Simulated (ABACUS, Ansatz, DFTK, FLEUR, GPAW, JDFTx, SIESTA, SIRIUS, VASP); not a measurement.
## One calculation of CaO, 10 ways

```xyz
2
Lattice="0.0000 2.4036 2.4036 2.4036 0.0000 2.4036 2.4036 2.4036 0.0000" Properties=species:S:1:pos:R:3 pbc="T T T"
Ca    0.0000    0.0000    0.0000
O     2.4036    2.4036    2.4036
```

The cell is a database's computed one, not the measured one.

Alike in all runs: task equation of state; functional PBEsol; k mesh 10 × 10 × 10; occupations fermi-dirac, width 0.05 eV; no spin polarisation; no spin-orbit coupling.

| program and potentials | plane-wave cutoff (eV) | notes | equilibrium volume (Å³/atom) | bulk modulus (GPa) |
| --- | --- | --- | --- | --- |
| DFTK, PseudoDojo SR PBEsol 0.4.1 standard (PBEsol) | 1143 | - | 13.51 | 115.6 |
| SIESTA, files PseudoDojo sr-pbesol-0.4.1-standard, DZP (energy shift 0.003 Ry; two zetas on semicore shells; d shell added on Ca) | - | atomic basis | 13.60 | 118.4 |
| JDFTx, PseudoDojo-SR-PBEsol-0.4.1-standard with smoothed tails | 1143 | - | 13.51 | 115.6 |
| SIRIUS, PseudoDojo 0.4.1 PBEsol standard (scalar relativistic) | 1152 | - | 13.51 | 115.6 |
| FLEUR, all-electron, FLAPW | - | - | 13.54 | 115.7 |
| SIRIUS, all-electron FP-LAPW, apw+lo standard | - | - | ? | ? |
| VASP, PBE PAW files Ca_sv, O, 520 eV | 520 | potentials made for PBE | 13.64 | 115.0 |
| ABACUS, PseudoDojo NC SR 0.4.1 PBEsol standard, plane waves | 1143 | - | 13.51 | 115.6 |
| Ansatz, all-electron LAPW, scalar-relativistic | - | - | 13.54 | 115.4 |
| GPAW, PAW data sets generated for this functional | 800 | - | 13.64 | 115.0 |

Problem. Estimate from the other rows what the run with SIRIUS, all-electron FP-LAPW, apw+lo standard gave.

Solution. Equilibrium volume 13.54 Å³/atom; bulk modulus 115.8 GPa. The other rows, which needn't bracket it: equilibrium volume 13.51 to 13.64; bulk modulus 115.0 to 118.4.
